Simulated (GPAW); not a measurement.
# BN (P1) in GPAW: settings compared

One crystal, BN, is run at these levels: revPBE+D3(op), AM05; tasks: single point.

Everything below comes from runs of GPAW 26.7.0. Logs are shortened: lines on timing, memory, paths and dates and some standing lists are left out, and cuts for length are marked. The log counts tension as positive stress, the text compression.

### Step 1. The cell of the first run

The typed cell holds 2 atoms: a = 2.846 Å, b = 2.565 Å, c = 2.364 Å, α = 54.54°, β = 65.74°, γ = 56.38°.

The cell comes from a database or a generator and needn't be the stable form of this composition.

### Step 2. Single point, revPBE+D3(op) (cell sheared at random, sigma 0.1, atoms nudged by 0.01 Å)

The input, run.py:

```python
from ase.calculators.mixing import SumCalculator
from ase.dft.bandgap import bandgap
from ase.io import read, write
from ase.units import Bohr, GPa
from dftd3.ase import DFTD3
from gpaw import GPAW, PW
from gpaw.elf import elf_from_dft_calculation

atoms = read('POSCAR')

calc = GPAW(mode=PW(800),
            xc='revPBE',
            kpts={'size': (11, 14, 14), 'gamma': True},
            occupations={'name': 'fermi-dirac', 'width': 0.05},
            nbands=15,
            convergence={'density': 1e-05, 'energy': 1e-05},
            maxiter=60,
            txt='gpaw.txt')
atoms.calc = SumCalculator([calc, DFTD3(method='revpbe', damping='d3op')])
energy = atoms.get_potential_energy()
forces = atoms.get_forces()
stress = atoms.get_stress()
calc.write('gs.gpw')
write('result.traj', atoms)
print(f'Energy: {energy:.6f} eV')
print('Forces (eV/A):')
print(forces.round(4))
print('Stress (GPa):', (stress / GPa).round(3))
print('Fermi level:', round(calc.get_fermi_level(), 4), 'eV')
print(f'Gap: {bandgap(calc)[0]:.4f} eV, direct: {bandgap(calc, direct=True)[0]:.4f} eV')

# fields on the real-space grid
write('density.cube', atoms, data=calc.get_pseudo_density() * Bohr**3)
write('potential.cube', atoms, data=calc.get_electrostatic_potential())
write('elf.cube', atoms, data=elf_from_dft_calculation(calc).data)
```

The input, POSCAR:

```
BN
1.0
   -0.1667773300      1.8245355300      2.1783345400
    1.7458935900      0.1381990300      1.8733581800
    1.7792443000      1.5529098800      0.1048483200
B N
1 1
Direct
    0.0043507200      0.9968376600      0.9967101800
    0.7456492800      0.7531623400      0.7532898200
```

Potentials or basis: the program's PAW data sets (release 1.2.1) made for this functional, pw.

Command:

```
OMP_NUM_THREADS=1 python run.py
```

gpaw.txt:

```text
__  _  _
 | _ |_)|_||  |
 |__||  | ||/\| - 26.7.0

Input parameters:
  mode=PW(ecut=800.0),
  convergence={'density': 1e-05, 'energy': 1e-05},
  kpts=MonkhorstPack(size=(11, 14, 14), gamma=True),
  maxiter=60,
  nbands=15,
  occupations=Occupations(name='fermi-dirac', width=0.05),
  xc=XC(name='revPBE')

Diagonalizing LCAO Hamiltonian
Converting LCAO to pw mode

        N
         B

Atoms  # Å, Bohr magnetons
|   | symbol |        x |        y |        z |    initial magnetic moments |
|---|--------|----------|----------|----------|-----------------------------|
| 0 |      B | 3.513038 | 1.693501 | 1.981415 | ( 0.0000,  0.0000,  0.0000) |
| 1 |      N | 2.530871 | 2.634341 | 3.114198 | ( 0.0000,  0.0000,  0.0000) |

Unit cell  # Å
| periodic |         x |        y |        z |  lengths |    angles |
|----------|-----------|----------|----------|----------|-----------|
|      yes | -0.166777 | 1.824536 | 2.178335 | 2.846381 | 54.535168 |
|      yes |  1.745894 | 0.138199 | 1.873358 | 2.564511 | 65.736944 |
|      yes |  1.779244 | 1.552910 | 0.104848 | 2.363944 | 56.378780 |

Number of symmetries: 1
Symmetry operations  # r_c * U_cc + t_c -> r_c
|   | kind |            matrix            |
|---|------|------------------------------|
| 0 |  E   |  1, 0, 0,  0, 1, 0,  0, 0, 1 |

BZ-sampling:
  Number of BZ points: 2156
  Number of IBZ points: 1080

  Monkhorst-Pack size: [11, 14, 14]
  Monkhorst-Pack shift: [0.0, 0.03571428571428571, 0.03571428571428571]

K-points  # in reciprocal-cell coordinates
|      |                                coordinates |     weight |
|------|--------------------------------------------|------------|
|    0 | (  0.00000000,   0.00000000,   0.00000000) | 0.00046382 |
|    1 | (  0.00000000,   0.00000000,   0.07142857) | 0.00092764 |
|    2 | (  0.00000000,   0.00000000,   0.14285714) | 0.00092764 |
|    3 | (  0.00000000,   0.00000000,   0.21428571) | 0.00092764 |
|    4 | (  0.00000000,   0.00000000,   0.28571429) | 0.00092764 |
|    5 | (  0.00000000,   0.00000000,   0.35714286) | 0.00092764 |
|    6 | (  0.00000000,   0.00000000,   0.42857143) | 0.00092764 |
|    7 | (  0.00000000,   0.00000000,   0.50000000) | 0.00046382 |
|    8 | (  0.00000000,   0.07142857,  -0.42857143) | 0.00092764 |
|    9 | (  0.00000000,   0.07142857,  -0.35714286) | 0.00092764 |
|  ... |                                            |            |
| 1079 | (  0.45454545,   0.50000000,   0.50000000) | 0.00092764 |

Plane wave coefficients: 610
Cutoff: 800.0 eV

Spin-components: 1 (collinear spins)
Bands:           15
Projectors:      10
Spin-degeneracy: 2
Datatype:        complex128

Parallelization:
  kpt:    1
  domain: 1
  band:   1

Density:
  Valence electrons: 8.0
  Components: 1
  Grid points: [20 18 16]
  Charge: 0.0  # |e|

Potential:
  Grid points: [20 18 16]

species:
  B:
    name:    Boron
    Z:       5.0
    valence: 3
    core:    2
    charge:  0.0  # [|e|]
    compensation charges:
      type: gauss
      rc: 0.20  # [Å]
      lmax: 2
    cutoffs:
      filter: 1.14  # [Å]
      core: 1.38  # [Å]
    projectors
    | kind |    occ | energy [eV] | rcut [Å] |
    |------|--------|-------------|----------|
    |   2s |  2.000 |      -9.465 |    0.635 |
    |   2p |  1.000 |      -3.568 |    0.635 |
    |    s |        |      17.746 |    0.635 |
    |    p |        |      23.644 |    0.635 |
    |    d |        |       0.000 |    0.635 |

    Using partial waves for B as LCAO basis

  N:
    name:    Nitrogen
    Z:       7.0
    valence: 5
    core:    2
    charge:  0.0  # [|e|]
    compensation charges:
      type: gauss
      rc: 0.18  # [Å]
      lmax: 2
    cutoffs:
      filter: 1.11  # [Å]
      core: 0.96  # [Å]
    projectors
    | kind |    occ | energy [eV] | rcut [Å] |
    |------|--------|-------------|----------|
    |   2s |  2.000 |     -18.619 |    0.603 |
    |   2p |  3.000 |      -7.035 |    0.529 |
    |    s |        |       8.592 |    0.603 |
    |    p |        |      20.177 |    0.529 |
    |    d |        |       0.000 |    0.577 |

    Using partial waves for N as LCAO basis

Reference energy: -2153.808069  # eV

eigensolver:
  PPCG
  Converge bands: occupied
  niter=2

density mixing:
  MSR1-Mixer
  Pratt-step length: 0.05
  Maximum mixing coefficient: 0.75
  Old densities: 10
  SVD Regularization: 0.005
  Good broyden scale: 1.0
  Trust region scale: 1.0
  Backstep threshold: 4.0
  History deletion threshold: 6.0
  Fourier metric: weight=20.0, sigma=0.015

occupation numbers:
  Fermi-Dirac:
    width: 0.0500  # eV

poisson solver:
  ecut: 6400.0  # eV

xc functional:
  name: revPBE with 2 nearest neighbor stencil

convergence criteria:
- Maximum integral of absolute [dens]ity change: 1e-05 electrons / valence electron
- Maximum [total energy] change in last 3 cyles: 1e-05 eV / valence electron
- Maximum integral of absolute [eigenst]ate change: 4e-08 eV^2 / valence electron
maximum number of iterations: 60

SCF iterations
|iter     | |      energy | eigst |  dens |
|---------|-|-------------|-------|-------|
|iter:   1| |  -16.253942 | +0.15 |       |
|iter:   2| |  -16.028388 | -2.16 | -0.71 |
|iter:   3| |  -15.194011 | -1.59 | -0.76 |
|iter:   4| |  -15.186074 | -2.99 | -1.38 |
|iter:   5| |  -15.186502 | -3.67 | -1.79 |
|iter:   6| |  -15.186659 | -5.12 | -2.49 |
|iter:   7| |  -15.186662 | -7.00 | -3.34 |
|iter:   8| |  -15.186662c| -7.93c| -3.92 |
|iter:   9| |  -15.186662c| -7.62c| -4.65 |
|iter:  10| |  -15.186662c| -8.83c| -5.48c|

Converged in 10 steps
Energy contributions relative to reference atoms: (reference = -2153.808069)

Energy contributions:
  Kinetic:          21.274548
  Coulomb:         -18.474710
  Zero:              0.098502
  External:          0.000000
  Xc:              -18.085002
  Entropy:          -0.000000
  Spinorbit:         0.000000
  ----------------------------
  Free energy:     -15.186662
  Extrapolated:    -15.186662

dipole moment: (7.768142, 1.401241, 1.618762)  # |e|*Ang

Fermi level: 12.606
Eigenvalues  # (at kpt = [0.000, 0.000, 0.000])
| band index |      eig [eV] | occ [0-2] |
|------------|---------------|-----------|
|          0 |       -10.110 |     2.000 |
|          1 |         9.250 |     2.000 |
|          2 |        10.189 |     2.000 |
|          3 |        11.966 |     2.000 |
|          4 |        14.157 |     0.000 |
|          5 |        19.142 |     0.000 |
|          6 |        23.042 |     0.000 |
|          7 |        25.369 |     0.000 |
|          8 |        34.702 |     0.000 |
|          9 |        35.034 |     0.000 |
|         10 |        37.205 |     0.000 |
|         11 |        39.701 |     0.000 |
|        ... |               |           |
|         14 |        49.997 |     0.000 |

Gap: 1.274 eV
Transition (v -> c):
  (s=0, k=0, n=3, [0.00, 0.00, 0.00]) -> (s=0, k=981, n=4, [0.45, 0.00, 0.50])
Direct/indirect transitions are different
Direct gap: 2.190 eV
Transition at: (s=0, k=0, n=3, [0.00, 0.00, 0.00])

Forces  # eV/Ang
|        x |        y |        z |
|----------|----------|----------|
|  0.47655 | -0.29140 | -1.35116 |  # B    0
| -0.47680 |  0.29133 |  1.35115 |  # N    1

Stress tensor  # eV/Ang^3
|         x |         y |         z |
|-----------|-----------|-----------|
| -0.135887 | -0.204863 | -0.220753 |
| -0.204863 | -0.526296 |  0.652769 |
| -0.220753 |  0.652769 |  0.048886 |

# Writing to gs.gpw (mode='')
```

It took 2.8 min on 1 thread of Arm Neoverse V2, shared host; peak memory 0.43 GiB.

What came out:

- Free energy: -16.1705 eV
- Pressure: 18.6 GPa
- Largest force: 1.460 eV/Å
- Band gap on the k mesh: 1.27 eV, indirect (least direct gap 2.19 eV)
- Dispersion energy per atom: -0.492 eV

Forces on the atoms (eV/Å):
```
B    0.480 -0.289 -1.348
N   -0.480  0.289  1.348
```

Caveat: so large a pressure means that the cell lies far from this level's equilibrium, or that cutoff or potentials fall short; an odd mesh through Γ misses points on the zone boundary, where band edges often lie; forces of over 1 eV/Å show positions far from the minimum, so gaps and moduli don't describe the material at rest.

### Step 3. Single point, AM05 (cell sheared at random, sigma 0.1, atoms nudged by 0.01 Å)

run.py, as its differences from that of step 2:

```diff
@@ -1,2 +1 @@
-from ase.calculators.mixing import SumCalculator
 from ase.dft.bandgap import bandgap
@@ -4,17 +3,18 @@
 from ase.units import Bohr, GPa
-from dftd3.ase import DFTD3
-from gpaw import GPAW, PW
+from gpaw import GPAW, PW, setup_paths
 from gpaw.elf import elf_from_dft_calculation
 
-atoms = read('POSCAR')
+setup_paths.insert(0, '.')
+
+atoms = read('BN.xyz')
 
 calc = GPAW(mode=PW(800),
-            xc='revPBE',
+            xc='AM05',
             kpts={'size': (11, 14, 14), 'gamma': True},
             occupations={'name': 'fermi-dirac', 'width': 0.05},
-            nbands=15,
+            nbands=11,
             convergence={'density': 1e-05, 'energy': 1e-05},
-            maxiter=60,
+            maxiter=150,
             txt='gpaw.txt')
-atoms.calc = SumCalculator([calc, DFTD3(method='revpbe', damping='d3op')])
+atoms.calc = calc
 energy = atoms.get_potential_energy()
```

The input, BN.xyz:

```xyz
2
Lattice="-0.1667773300 1.8245355300 2.1783345400 1.7458935900 0.1381990300 1.8733581800 1.7792443000 1.5529098800 0.1048483200" Properties=species:S:1:pos:R:3 pbc="T T T"
B      3.5130377859      1.6935011269      1.9814146960
N      2.5308705241      2.6343411131      3.1141975840
```

Potentials or basis: PAW data sets generated in the run's folder for this functional, pw.

Command:

```
gpaw-setup -f AM05 B N
OMP_NUM_THREADS=1 python run.py
```

It took 2.1 min on 1 thread of Arm Neoverse V2, shared host; peak memory 0.38 GiB.

Results (log left out):

```
Free energy            : -16.6034 eV
Pressure               : 20.9 GPa
Largest force          : 1.444 eV/Å
Band gap on the k mesh : 1.09 eV, indirect (least direct gap 2.11 eV)
```

Forces on the atoms (eV/Å):
```
B    0.452 -0.276 -1.343
N   -0.453  0.276  1.343
```

Stress tensor (GPa, compression positive):
```
  10.16   32.10   34.92
  32.10   71.91 -103.38
  34.92 -103.38  -19.51
```

Levels at points of the mesh, in eV from the valence-band top:
```tsv
k point	band 2	band 3	band 4	band 5	band 6	band 7
(0.00, 0.00, 0.00)	-2.74	-1.78	0.00	2.11	7.07	10.97
(0.00, 0.00, 0.50)	-11.91	-5.47	-2.28	5.25	7.80	10.09
(0.00, 0.50, 0.00)	-11.91	-5.76	-2.55	2.65	9.31	11.98
(0.00, 0.50, 0.50)	-10.95	-7.74	-3.25	1.42	11.77	13.50
```

Caveat: so large a pressure means that the cell lies far from this level's equilibrium, or that cutoff or potentials fall short; an odd mesh through Γ misses points on the zone boundary, where band edges often lie; forces of over 1 eV/Å show positions far from the minimum, so gaps and moduli don't describe the material at rest.
